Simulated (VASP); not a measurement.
# AlN (rocksalt): gaps by functional in VASP

```
Al N
1.0
     0.00000    2.01887    2.01887
     2.01887    0.00000    2.01887
     2.01887    2.01887    0.00000
Al N
1 1
Cartesian
  0.0000 0.0000 0.0000
  2.0189 2.0189 2.0189
```

All runs share this cell. Band v is the last that the valence electrons fill when counted band by band, and c is the next. A negative gap between them is a band overlap, as in a metal.

| level | gap (eV) | least direct gap (eV) | pressure (GPa) |
| --- | --- | --- | --- |
| HSE06 | 6.01 | 7.26 | -1.4 |
| PBE | 4.65 | 5.74 | 6.1 |
| r²SCAN | 5.53 | 6.58 | -0.8 |
| LDA | 4.50 | 5.83 | -4.7 |
| PBEsol | 4.59 | 5.73 | 1.4 |
